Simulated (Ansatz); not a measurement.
## Relativistic treatment of Sc

```
CELL_PARAMETERS angstrom
0.00000 2.30972 2.30972
2.30972 0.00000 2.30972
2.30972 2.30972 0.00000
ATOMIC_POSITIONS crystal
Sc 0.00000 0.00000 0.00000
```

The cell was built from the fcc type and relaxed in the same program, and has space group Fm-3m; it needn't be a known or the stable phase.

Spin polarisation is left out, and whether a magnetic state lies lower isn't shown here.

One fixed cell is solved with PBE by full-potential LAPW in Ansatz 0.2.0 under different relativistic treatments. Pressure is positive in compression.

The runs use a Γ-centred 13×13×13 k mesh, Fermi–Dirac smearing of 0.03 eV, basis error target 0.25 meV/atom, no spin polarisation.

| setting | P (GPa) | lowest level at Γ above −25 eV, from the valence-band top or, without a gap, the Fermi level (eV) |
| --- | --- | --- |
| scalar-relativistic | 0.00 | -5.19 |
| non-relativistic | 0.01 | -5.08 |
| with spin–orbit coupling | 0.00 | -5.19 |
